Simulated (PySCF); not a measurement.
**Predicted spectroscopic data**

Computed data (PySCF 2.14): geometry from GFN2-xTB, J: B3LYP/pcJ-1 (spin–dipole term left out of most H,H and C,H couplings), σ from GIAO-PBE0/pcSseg-1. Rapidly exchanging positions averaged, non-relativistic Hamiltonian, one conformer, in vacuum.

Chemical shifts δ = σref − σ; ¹H, ¹³C against TMS, all at this level. Multiplet labels drop J under 1 Hz and among equivalent protons, and merge close values. Unscaled 3J(H,H) run several per cent high. Splittings of carbon signals by F and P are missing where no couplings were computed. Where no couplings were computed, multiplicities follow the n + 1 count of equivalent neighbours, and m marks all less simple cases (inequivalent or close neighbours, rings, F or P nearby). Shifts are as computed. Against solution values, carbons near 30 ppm lie about +3 ppm off and those near 130 ppm about +5 ppm. Of 1211 compounds with measured shifts, 218 miss one by over three times the rms of a fit or turn the order of signals round; such compounds aren't used in these exercises. OH and NH positions are gas-phase values without hydrogen bonding to other molecules.

**1.** `CP(C)P1CCOCC1`, C6H14OP2. ¹H NMR (400 MHz, computed): δ 4.00 (m, 4H), 1.57 (m, 4H), 1.07 (m, 6H). ¹³C{¹H} NMR (computed): δ 70.5 (CH2), 27.1 (CH2), 13.5 (CH3).

**2.** piperidine, C5H11N. ¹H NMR (400 MHz, computed): δ 2.87 (m, 4H), 1.68 (m, 2H), 1.29 (m, 4H), -0.05 (br s, 1H). ¹³C{¹H} NMR (computed): δ 52.1, 33.2, 29.5.

**3.** SMILES C=C(C=O)[C@H](C)C(F)F, C6H8F2O. ¹H NMR (400 MHz, computed): δ 9.73 (s, 1H), 7.19 (br s, 1H), 6.48 (br s, 1H), 6.17 (m, 1H), 3.71 (m, 1H), 1.16 (d, 3H). ¹³C{¹H} NMR (computed): δ 196.6 (CH), 156.1 (C), 145.7 (CH2), 124.1 (CH), 36.2 (CH), 18.6 (CH3).

**4.** SMILES CC(C)OC(C)(C)C, C7H16O. ¹H NMR (400 MHz, computed): δ 3.67 (sept, 1H), 1.18 (s, 9H), 1.13 (d, 6H). ¹³C{¹H} NMR (computed): δ 74.8, 67.3, 29.8, 27.2.
